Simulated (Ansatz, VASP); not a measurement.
**BAs in VASP and in Ansatz**

File POSCAR:

```
BAs
1.0
    0.0000000000      2.4851504403      2.3488236356
    2.4851504403      0.0000000000      2.3488236356
    2.4851504403      2.4851504403      0.0000000000
B As
1 1
Direct
    0.0000000000      0.0000000000      0.0000000000
    0.2500000000      0.2500000000      0.2500000000
```

INCAR.step1

```
SYSTEM = BAs
PREC = Accurate
ENCUT = 520
EDIFF = 1E-5
ISMEAR = 0
SIGMA = 0.01
LREAL = .False.
LASPH = .True.
NELM = 100
ALGO = Normal
ISIF = 2
LWAVE = .True.
LCHARG = .False.
GGA = PE
NBANDS = 11
```

INCAR.step2

```
SYSTEM = BAs
PREC = Accurate
ENCUT = 520
EDIFF = 1E-6
ISMEAR = 0
SIGMA = 0.01
LREAL = .False.
LASPH = .True.
NELM = 100
ALGO = Normal
ISIF = 2
LWAVE = .False.
LCHARG = .False.
GGA = PE
LHFCALC = .True.
HFSCREEN = 0.2079
PRECFOCK = Normal
ISTART = 1
NBANDS = 11
```

Contents of KPOINTS:

```
regular mesh
0
Gamma
  6 6 6
  0 0 0
```

Input for Ansatz:

```yaml
crystal:
  lattice:
    - [0.0, 2.4851504403, 2.3488236356]
    - [2.4851504403, 0.0, 2.3488236356]
    - [2.4851504403, 2.4851504403, 0.0]
  atoms:
    - { symbol: B, position: [0.0, 0.0, 0.0] }
    - { symbol: As, position: [0.25, 0.25, 0.25] }
kpoints:
  mp_grid: { grid: [6, 6, 6] }
  band_path:
    path:
      - [0.0, 0.0, 0.0]
      - [-0.5, -0.5, 0.0]
      - [-0.375, -0.375, 0.25]
      - [-0.375, 0.0, 0.375]
      - [0.0, 0.0, 0.5]
      - [-0.5, -0.25, 0.25]
      - [0.0, 0.4, 0.4]
    npoints: 1
hamiltonian:
  xc: hse06
scf:
  occupations: { method: fixed }
  n_extra_bands: 4
output:
  forces: true
  stress: true
  eigenvalues: true
```

Change from the starting cell: epitaxial_xy strain +3.9%.

Alike in both runs: task single point; functional HSE06; k mesh 6 × 6 × 6; no spin polarisation.

|  | VASP | Ansatz |
| --- | --- | --- |
| version | VASP 6.6.1 | Ansatz 0.2.0 |
| potentials or method | VASP PAW PBE potentials, release 64 (B, As) | plane waves, PAW |
| plane-wave cutoff (eV) | 520 | 420 |
| occupations | gaussian, width 0.01 eV | fixed |
| valence electrons in the cell | 8 | 18 |

Ansatz gave:

- gap on the k mesh at the Fermi level (eV): 1.16
- pressure (GPa): -8.4
- largest component of the traceless stress (GPa): 7.31

Question: Estimate VASP's values.

Answer: gap on the k mesh at the Fermi level (eV): 1.17; pressure (GPa): -8.6; largest component of the traceless stress (GPa): 7.32.

The two sets of potentials don't hold the same shells in valence. Ansatz warned: «stress_exchange_threshold_loose».

Caveats: the PAW data sets were made with another functional, which shifts forces and pressure a little (VASP). A k mesh can miss the band edges.
